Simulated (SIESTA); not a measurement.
**CsPbCl3 under changes of volume**

One of the cells (35.922 Å³/atom); the others are scaled copies at fixed shape and fractional positions:

```xyz
5
Lattice="5.6421 0.0000 0.0000 0.0000 5.6421 0.0000 0.0000 0.0000 5.6421" Properties=species:S:1:pos:R:3 pbc="T T T"
Pb    2.8211    2.8211    2.8211
Cs    0.0000    0.0000    0.0000
Cl    2.8211    0.0000    2.8211
Cl    0.0000    2.8211    2.8211
Cl    2.8211    2.8211    0.0000
```

```yaml
Program: SIESTA 5.4.2
Functional: PBEsol
Potentials_or_basis: PseudoDojo 0.4 standard (PBEsol files)
Basis: DZP (energy shift 0.003 Ry; two zetas on semicore shells; d shell added on Cs)
Grid_cutoff: 800 Ry
Energy_shift: 0.003 Ry
k_mesh: 5 × 5 × 5
Occupations: fermi-dirac, width 0.05 eV
Spin: no spin polarisation
```

```tsv
volume (Å³/atom)	energy over the lowest point (meV/atom)	pressure (GPa)	gap on the mesh (eV)
33.104	19.82	2.5	2.73
33.809	10.63	1.7	2.79
34.513	4.48	1.1	2.83
35.922	0.00	0.0	2.91
36.626	1.13	-0.5	2.95
37.330	?	?	?
```

Task: What does the run at 37.330 Å³/atom give?

Result: Energy over the lowest point 4.23 meV/atom; pressure -0.9 GPa; gap on the mesh 2.98 eV.

Worked out: A Birch-Murnaghan fit of order 3 (a polynomial in V^(-2/3)) to the other rows has its minimum at 35.89 Å³/atom with B0 = V·E''(V) = 25 GPa and B' = 4.7. It gives 4.19 meV/atom at 37.330 Å³/atom, against the run's 4.23, and -dE/dV = -0.9 GPa, against -0.9. A straight line through the other rows of the gap, of slope 2.12 eV per unit of ln V (its deformation potential), extrapolates to 2.99 eV, against the run's 2.98.

Energies are extrapolated to zero smearing.

Caveats: spin-orbit coupling is left out, which as a rule narrows the gap of such compounds by several tenths of an eV; an odd mesh through Γ misses points on the zone boundary, where band edges often lie; the basis of atomic orbitals isn't converged, which shifts pressures, moduli and gaps.
